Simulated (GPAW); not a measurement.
# CdS (Greenockite) (P6_3mc) in GPAW: notebook

One crystal, CdS (Greenockite), is run at these levels: PBE; tasks: single point.

All numbers are computed with GPAW 26.7.0; they aren't measurements. Logs are shortened: lines on timing, memory, paths and dates and some standing lists are left out, and cuts for length are marked. The log counts tension as positive stress, the text compression.

**What was measured.**

From “Isotope dependence of band-gap energy”, 2008, arxiv:0807.2152, for a bulk crystal of CdS: band gap 2.5809 ± 0.0002 eV.

The results are compared with them further down.

### Step 1. Starting point

Symmetry: P6_3mc, No. 186, hexagonal system. The conventional cell has a = 4.150 Å, b = 4.150 Å, c = 6.737 Å, α = 90.00°, β = 90.00°, γ = 120.00°. Cd (site symmetry 3m) has 4 S at 2.53 to 2.54 Å as nearest neighbours. S (site symmetry 3m) is surrounded by 4 Cd at 2.53 to 2.54 Å.

### Step 2. Single point, PBE

File run.py:

```python
from ase.dft.bandgap import bandgap
from ase.io import read, write
from ase.units import GPa
from gpaw import GPAW, PW

atoms = read('CdS.xyz')

calc = GPAW(mode=PW(600),
            xc='PBE',
            kpts={'size': (7, 7, 4), 'gamma': True},
            occupations={'name': 'methfessel-paxton', 'order': 0, 'width': 0.027000000000000003},
            nbands=31,
            convergence={'density': 1e-05, 'energy': 1e-05},
            maxiter=150,
            txt='gpaw.txt')
atoms.calc = calc
energy = atoms.get_potential_energy()
forces = atoms.get_forces()
stress = atoms.get_stress()
calc.write('gs.gpw')
write('result.traj', atoms)
print(f'Energy: {energy:.6f} eV')
print('Forces (eV/A):')
print(forces.round(4))
print('Stress (GPa):', (stress / GPa).round(3))
print('Fermi level:', round(calc.get_fermi_level(), 4), 'eV')
print(f'Gap: {bandgap(calc)[0]:.4f} eV, direct: {bandgap(calc, direct=True)[0]:.4f} eV')
```

File CdS.xyz:

```xyz
4
Lattice="4.1500000000 0.0000000000 0.0000000000 -2.0750000000 3.5940054257 0.0000000000 0.0000000000 0.0000000000 6.7370000000" Properties=species:S:1:pos:R:3 pbc="T T T"
Cd     2.0750000002      1.1980018084      3.3685000000
Cd    -0.0000000002      2.3960036173      0.0000000000
S      2.0750000002      1.1980018084      5.8948750000
S     -0.0000000002      2.3960036173      2.5263750000
```

Potentials or basis: GPAW PAW data sets (gpaw-data 1.2.1), pw.

Launch:

```
$ OMP_NUM_THREADS=1 python run.py
```

gpaw.txt:

```text
__  _  _
 | _ |_)|_||  |
 |__||  | ||/\| - 26.7.0

Input parameters:
  mode=PW(ecut=600.0),
  convergence={'density': 1e-05, 'energy': 1e-05},
  kpts=MonkhorstPack(size=(7, 7, 4), gamma=True),
  maxiter=150,
  nbands=31,
  occupations=Occupations(name='methfessel-paxton', order=0, width=0.027000000000000003),
  xc=XC(name='PBE')

Diagonalizing LCAO Hamiltonian
Converting LCAO to pw mode

            S

            Cd
        S

        Cd

Atoms  # Å, Bohr magnetons
|   | symbol |         x |        y |        z |    initial magnetic moments |
|---|--------|-----------|----------|----------|-----------------------------|
| 0 |     Cd |  2.075000 | 1.198002 | 3.368500 | ( 0.0000,  0.0000,  0.0000) |
| 1 |     Cd | -0.000000 | 2.396004 | 0.000000 | ( 0.0000,  0.0000,  0.0000) |
| 2 |      S |  2.075000 | 1.198002 | 5.894875 | ( 0.0000,  0.0000,  0.0000) |
| 3 |      S | -0.000000 | 2.396004 | 2.526375 | ( 0.0000,  0.0000,  0.0000) |

Unit cell  # Å
| periodic |         x |        y |        z |  lengths |     angles |
|----------|-----------|----------|----------|----------|------------|
|      yes |  4.150000 | 0.000000 | 0.000000 | 4.150000 |  90.000000 |
|      yes | -2.075000 | 3.594005 | 0.000000 | 4.150000 |  90.000000 |
|      yes |  0.000000 | 0.000000 | 6.737000 | 6.737000 | 120.000000 |

Number of symmetries: 6
Symmetry operations  # r_c * U_cc + t_c -> r_c
|   | kind |            matrix            |
|---|------|------------------------------|
| 0 |  σ   |  1, 1, 0,  0,-1, 0,  0, 0, 1 |
| 1 |  E   |  1, 0, 0,  0, 1, 0,  0, 0, 1 |
| 2 |  C3  |  0, 1, 0, -1,-1, 0,  0, 0, 1 |
| 3 |  σ   |  0,-1, 0, -1, 0, 0,  0, 0, 1 |
| 4 |  σ   | -1, 0, 0,  1, 1, 0,  0, 0, 1 |
| 5 |  C3  | -1,-1, 0,  1, 0, 0,  0, 0, 1 |

BZ-sampling:
  Number of BZ points: 196
  Number of IBZ points: 28

  Monkhorst-Pack size: [7, 7, 4]
  Monkhorst-Pack shift: [0.0, 0.0, 0.125]

K-points  # in reciprocal-cell coordinates
|     |                                coordinates |     weight |
|-----|--------------------------------------------|------------|
|   0 | (  0.00000000,   0.00000000,   0.00000000) | 0.00510204 |
|   1 | (  0.00000000,   0.00000000,   0.25000000) | 0.01020408 |
|   2 | (  0.00000000,   0.00000000,   0.50000000) | 0.00510204 |
|   3 | (  0.14285714,   0.00000000,  -0.25000000) | 0.03061224 |
|   4 | (  0.14285714,   0.00000000,   0.00000000) | 0.03061224 |
|   5 | (  0.14285714,   0.00000000,   0.25000000) | 0.03061224 |
|   6 | (  0.14285714,   0.00000000,   0.50000000) | 0.03061224 |
|   7 | (  0.28571429,  -0.14285714,   0.00000000) | 0.03061224 |
|   8 | (  0.28571429,  -0.14285714,   0.25000000) | 0.06122449 |
|   9 | (  0.28571429,  -0.14285714,   0.50000000) | 0.03061224 |
| ... |                                            |            |
|  27 | (  0.42857143,   0.42857143,   0.50000000) | 0.03061224 |

Plane wave coefficients: 3376
Cutoff: 600.0 eV

Spin-components: 1 (collinear spins)
Bands:           31
Projectors:      22
Spin-degeneracy: 2
Datatype:        complex128

Parallelization:
  kpt:    1
  domain: 1
  band:   1

Density:
  Valence electrons: 36.0
  Components: 1
  Grid points: [24 24 40]
  Charge: 0.0  # |e|

Potential:
  Grid points: [24 24 40]

species:
  Cd:
    name:    Cadmium
    Z:       48.0
    valence: 12
    core:    36
    charge:  0.0  # [|e|]
    compensation charges:
      type: gauss
      rc: 0.38  # [Å]
      lmax: 2
    cutoffs:
      filter: 2.12  # [Å]
      core: 2.62  # [Å]
    projectors
    | kind |    occ | energy [eV] | rcut [Å] |
    |------|--------|-------------|----------|
    |   5s |  2.000 |      -5.655 |    1.191 |
    |   5p |  0.000 |      -1.186 |    1.228 |
    |   4d | 10.000 |     -11.739 |    1.164 |
    |    s |        |      21.556 |    1.191 |
    |    p |        |      26.026 |    1.228 |
    |    d |        |      15.473 |    1.164 |

    Using partial waves for Cd as LCAO basis

  S:
    name:    Sulfur
    Z:       16.0
    valence: 6
    core:    10
    charge:  0.0  # [|e|]
    compensation charges:
      type: gauss
      rc: 0.24  # [Å]
      lmax: 2
    cutoffs:
      filter: 1.77  # [Å]
      core: 1.66  # [Å]
    projectors
    | kind |    occ | energy [eV] | rcut [Å] |
    |------|--------|-------------|----------|
    |   3s |  2.000 |     -17.254 |    0.974 |
    |   3p |  4.000 |      -7.008 |    0.979 |
    |    s |        |       9.957 |    0.974 |
    |    p |        |      20.203 |    0.979 |
    |    d |        |       0.000 |    0.900 |

    Using partial waves for S as LCAO basis

Reference energy: -326061.476468  # eV

eigensolver:
  PPCG
  Converge bands: occupied
  niter=2

density mixing:
  MSR1-Mixer
  Pratt-step length: 0.05
  Maximum mixing coefficient: 0.75
  Old densities: 10
  SVD Regularization: 0.005
  Good broyden scale: 1.0
  Trust region scale: 1.0
  Backstep threshold: 4.0
  History deletion threshold: 6.0
  Fourier metric: weight=20.0, sigma=0.015

occupation numbers:
  Methfessel-Paxton:
    width: 0.0270  # eV
    order: 0

poisson solver:
  ecut: 4800.0  # eV

xc functional:
  name: PBE with 2 nearest neighbor stencil

convergence criteria:
[... 6 lines left out ...]
|iter     | |      energy | eigst |  dens |
|---------|-|-------------|-------|-------|
|iter:   1| |  -13.697171 | -0.40 |       |
|iter:   2| |  -13.471898 | -2.10 | -1.12 |
|iter:   3| |  -12.684048 | -1.37 | -1.16 |
|iter:   4| |  -12.679890 | -3.22 | -1.73 |
|iter:   5| |  -12.679115 | -3.62 | -2.16 |
|iter:   6| |  -12.679220 | -4.97 | -2.86 |
|iter:   7| |  -12.679234c| -6.24 | -3.48 |
|iter:   8| |  -12.679234c| -7.31 | -4.41 |
|iter:   9| |  -12.679234c| -7.55c| -4.68 |
|iter:  10| |  -12.679234c| -7.84c| -5.19c|

Converged in 10 steps
Energy contributions relative to reference atoms: (reference = -326061.476468)

Energy contributions:
  Kinetic:          37.011610
  Coulomb:         -33.548933
  Zero:              0.289945
  External:          0.000000
  Xc:              -16.431855
  Entropy:          -0.000000
  Spinorbit:         0.000000
  ----------------------------
  Free energy:     -12.679234
  Extrapolated:    -12.679234

dipole moment: (-0.000000, -0.000021, -18.993700)  # |e|*Ang

Fermi level: 3.619
Eigenvalues  # (at kpt = [0.000, 0.000, 0.000])
| band index |      eig [eV] | occ [0-2] |
|------------|---------------|-----------|
|          0 |        -8.851 |     2.000 |
|        ... |               |           |
|         10 |        -3.654 |     2.000 |
|         11 |        -3.320 |     2.000 |
|         12 |        -0.883 |     2.000 |
|         13 |         2.699 |     2.000 |
|         14 |         2.699 |     2.000 |
|         15 |         3.419 |     2.000 |
[... 8 lines left out ...]
|         24 |        10.993 |     0.000 |
|         25 |        11.129 |     0.000 |
|        ... |               |           |
|         30 |        14.988 |     0.000 |

Gap: 1.177 eV
Transition (v -> c):
  (s=0, k=0, n=17, [0.00, 0.00, 0.00]) -> (s=0, k=0, n=18, [0.00, 0.00, 0.00])
No difference between direct/indirect transitions

Forces  # eV/Ang
|        x |        y |        z |
|----------|----------|----------|
|  0.00000 | -0.00000 | -0.06686 |  # Cd   0
| -0.00000 | -0.00000 | -0.06740 |  # Cd   1
|  0.00000 |  0.00000 |  0.06680 |  # S    2
|  0.00000 |  0.00000 |  0.06744 |  # S    3

Stress tensor  # eV/Ang^3
|         x |         y |         z |
|-----------|-----------|-----------|
| -0.010039 |  0.000000 | -0.000000 |
| -0.000000 | -0.010039 |  0.000000 |
| -0.000000 |  0.000000 | -0.014059 |

# Writing to gs.gpw (mode='')
```

It took 47 s on 1 thread of Arm Neoverse V2, shared host; peak memory 0.23 GiB.

What came out:

| Item | Value |
| --- | --- |
| Free energy | -12.6792 eV |
| Pressure | 1.8 GPa |
| Largest force | 0.067 eV/Å |
| Band gap on the k mesh | 1.18 eV, direct |

Forces in eV/Å, atoms in the order of the input:
```
Cd   0.000  0.000 -0.067
Cd   0.000  0.000 -0.067
S    0.000  0.000  0.067
S    0.000  0.000  0.067
```

Stress tensor (GPa, compression positive):
```
1.61 0.00 0.00
0.00 1.61 0.00
0.00 0.00 2.25
```

### Step 3. Single point, PBE

Changes to run.py since step 2:

```diff
@@ -10,3 +10,3 @@
             kpts={'size': (7, 7, 4), 'gamma': True},
-            occupations={'name': 'methfessel-paxton', 'order': 0, 'width': 0.027000000000000003},
+            occupations={'name': 'methfessel-paxton', 'order': 0, 'width': 0.028000000000000004},
             nbands=31,
```

CdS.xyz is that of step 2.

Potentials or basis: GPAW PAW data sets (gpaw-data 1.2.1), pw.

Launch:

```
$ OMP_NUM_THREADS=1 python run.py
```

It took 47 s on 1 thread of Arm Neoverse V2, shared host; peak memory 0.22 GiB.

Results (log left out):

```
Free energy            : -12.6792 eV
Pressure               : 1.8 GPa
Largest force          : 0.067 eV/Å
Band gap on the k mesh : 1.18 eV, direct
```

Forces in eV/Å, atoms in the order of the input:
```
Cd   0.000  0.000 -0.067
Cd   0.000  0.000 -0.067
S    0.000  0.000  0.067
S    0.000  0.000  0.067
```

Stress tensor (GPa, compression positive):
```
1.61 0.00 0.00
0.00 1.61 0.00
0.00 0.00 2.25
```

Levels at points of the mesh, in eV from the valence-band top:
```
           k point  band 14  band 15  band 16  band 17  band 18  band 19  band 20  band 21  band 22  band 23
(0.00, 0.00, 0.00)    -0.76    -0.76    -0.04     0.00     0.00     1.18     2.77     6.43     6.43     6.75
(0.00, 0.00, 0.50)    -2.45    -0.40    -0.40    -0.40    -0.40     2.82     2.82     6.15     6.15     6.78
```

### Step 4. Comparison with measurements

Step 2. Measured gap of CdS: 2.5809 eV (quoted in “Isotope dependence of band-gap energy”, 2008, arxiv:0807.2152). This calculation gives 1.18 eV (-1.40 eV). So large a miss can be the level of theory's own, or it may mean another phase, state or a wrong row. Spin-orbit coupling on Cd is left out. The value is that of PBE, without temperature or zero-point motion. Semilocal functionals fall short of measured gaps as a rule.

Step 3. Against the measured gap of CdS, 2.5809 eV (quoted in “Isotope dependence of band-gap energy”, 2008, arxiv:0807.2152), the calculated 1.18 eV is off by -1.40 eV. So large a miss can be the level of theory's own, or it may mean another phase, state or a wrong row. Spin-orbit coupling on Cd is left out. The value is that of PBE, without temperature or zero-point motion. Semilocal functionals fall short of measured gaps as a rule.
